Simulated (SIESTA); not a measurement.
## Hf under changes of volume

One of the cells (22.377 Å³/atom); the others are scaled copies at fixed shape and fractional positions:

```
Hf
1.0
     4.99519    0.00000    0.00000
    -2.49760    4.32596    0.00000
     0.00000    0.00000    3.10667
Hf
3
Cartesian
  0.0000 0.0000 0.0000
  0.0000 2.8840 1.5533
  2.4976 1.4420 1.5533
```

This isn't the form of Hf at room conditions, which is hcp.

- Program: SIESTA 5.4.2
- Functional: PBEsol
- Potentials or basis: PseudoDojo 0.4 standard (PBEsol files)
- Basis: DZP (energy shift 0.003 Ry; two zetas on semicore shells)
- Grid cutoff: 800 Ry
- Energy shift: 0.003 Ry
- k mesh: 6 × 6 × 9
- Occupations: fermi-dirac, width 0.05 eV
- Spin: no spin polarisation

```tsv
volume (Å³/atom)	energy over the lowest point (meV/atom)	pressure (GPa)
20.622	?	?
21.061	4.12	2.8
21.500	0.00	0.3
22.377	11.14	-4.2
22.816	25.57	-6.2
23.255	45.15	-8.0
```

Task: What does the run at 20.622 Å³/atom give?

Result: Energy over the lowest point 15.59 meV/atom; pressure 5.7 GPa.

Worked out: A Birch-Murnaghan fit of order 3 (a polynomial in V^(-2/3)) to the other rows has its minimum at 21.55 Å³/atom with B0 = V·E''(V) = 118 GPa and B' = 2.9 at fixed shape and positions, which overstates the stiffness. It gives 15.48 meV/atom at 20.622 Å³/atom, against the run's 15.59, and -dE/dV = 5.5 GPa, against 5.7.

Energies are extrapolated to zero smearing.

Caveats: short orbitals over semicore shells can move pressures by several GPa; the basis of atomic orbitals isn't converged, which shifts pressures, moduli and gaps.
